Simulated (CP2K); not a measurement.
A run of CP2K 2026.2 is set up as follows.

Contents of pb_bands.inp:

```
&GLOBAL
  PROJECT pb_bands
  RUN_TYPE ENERGY_FORCE
  PRINT_LEVEL LOW
&END GLOBAL
&FORCE_EVAL
  METHOD QS
  STRESS_TENSOR ANALYTICAL
  &DFT
    BASIS_SET_FILE_NAME BASIS_MOLOPT_UZH
    POTENTIAL_FILE_NAME POTENTIAL_UZH
    &MGRID
      CUTOFF 675
      REL_CUTOFF 60
      NGRIDS 5
    &END MGRID
    &QS
      METHOD GPW
      EPS_DEFAULT 1.0E-9
    &END QS
    &KPOINTS
      SCHEME MONKHORST-PACK 9 9 9
      GAMMA_CENTERED T
      SYMMETRY T
      SYMMETRY_BACKEND SPGLIB
    &END KPOINTS
    &SCF
      SCF_GUESS ATOMIC
      EPS_SCF 1.0E-6
      MAX_SCF 100
      ADDED_MOS 8
      CHOLESKY OFF
      EPS_EIGVAL 1.0E-7
      &DIAGONALIZATION ON
        ALGORITHM STANDARD
      &END DIAGONALIZATION
      &MIXING ON
        METHOD BROYDEN_MIXING
        ALPHA 0.4
        BETA 1.5
        NBUFFER 8
      &END MIXING
      &SMEAR ON
        METHOD FERMI_DIRAC
        ELECTRONIC_TEMPERATURE [K] 580.226
      &END SMEAR
    &END SCF
    &XC
      &XC_FUNCTIONAL
        &MGGA_X_R2SCAN
        &END MGGA_X_R2SCAN
        &MGGA_C_R2SCAN
        &END MGGA_C_R2SCAN
      &END XC_FUNCTIONAL
    &END XC
    &PRINT
      &KPOINTS ON
      &END KPOINTS
      &MULLIKEN ON
      &END MULLIKEN
      &MO ON
        ENERGIES T
        OCCUPATION_NUMBERS T
        &EACH
          QS_SCF 0
        &END EACH
        ADD_LAST NUMERIC
      &END MO
      &BAND_STRUCTURE
        FILE_NAME bands.bs
        ADDED_MOS 6
        &KPOINT_SET
          UNITS B_VECTOR
          NPOINTS 10
          SPECIAL_POINT GAMMA 0.00000000 0.00000000 0.00000000
          SPECIAL_POINT X 0.50000000 0.00000000 0.50000000
          SPECIAL_POINT W 0.50000000 0.25000000 0.75000000
          SPECIAL_POINT K 0.37500000 0.37500000 0.75000000
          SPECIAL_POINT GAMMA 0.00000000 0.00000000 0.00000000
          SPECIAL_POINT L 0.50000000 0.50000000 0.50000000
          SPECIAL_POINT U 0.62500000 0.25000000 0.62500000
          SPECIAL_POINT W 0.50000000 0.25000000 0.75000000
          SPECIAL_POINT L 0.50000000 0.50000000 0.50000000
          SPECIAL_POINT K 0.37500000 0.37500000 0.75000000
        &END KPOINT_SET
        &KPOINT_SET
          UNITS B_VECTOR
          NPOINTS 10
          SPECIAL_POINT U 0.62500000 0.25000000 0.62500000
          SPECIAL_POINT X 0.50000000 0.00000000 0.50000000
        &END KPOINT_SET
      &END BAND_STRUCTURE
    &END PRINT
  &END DFT
  &SUBSYS
    &CELL
      ABC 3.5002068511 3.5002068512 3.5002068512
      ALPHA_BETA_GAMMA 59.9999999993 59.9999999997 59.9999999997
      PERIODIC XYZ
    &END CELL
    &COORD
      SCALED
      Pb  0.0000000000 0.0000000000 0.0000000000
    &END COORD
    &KIND Pb
      BASIS_SET TZVP-MOLOPT-SCAN-GTH-q4
      POTENTIAL GTH-SCAN-q4
    &END KIND
    &PRINT
      &ATOMIC_COORDINATES ON
      &END ATOMIC_COORDINATES
      &CELL ON
      &END CELL
    &END PRINT
  &END SUBSYS
  &PRINT
    &FORCES ON
    &END FORCES
    &STRESS_TENSOR ON
    &END STRESS_TENSOR
  &END PRINT
&END FORCE_EVAL
```

Potentials or basis: POTENTIAL_UZH Pb GTH-SCAN-q4; TZVP-MOLOPT-SCAN-GTH basis.

Launch:

```bash
$ OMP_NUM_THREADS=2 cp2k.psmp -i pb_bands.inp -o pb_bands.out
```

(1) Predict the pressure.

(2) What does it give for the band gap on the k mesh?

Results:

(1) -0.3 GPa.

(2) none (metal or under the smearing width).

Caveat: spin-orbit coupling is left out, which moves the levels of the heavy elements; the basis of atomic orbitals isn't converged, which shifts pressures, moduli and gaps.
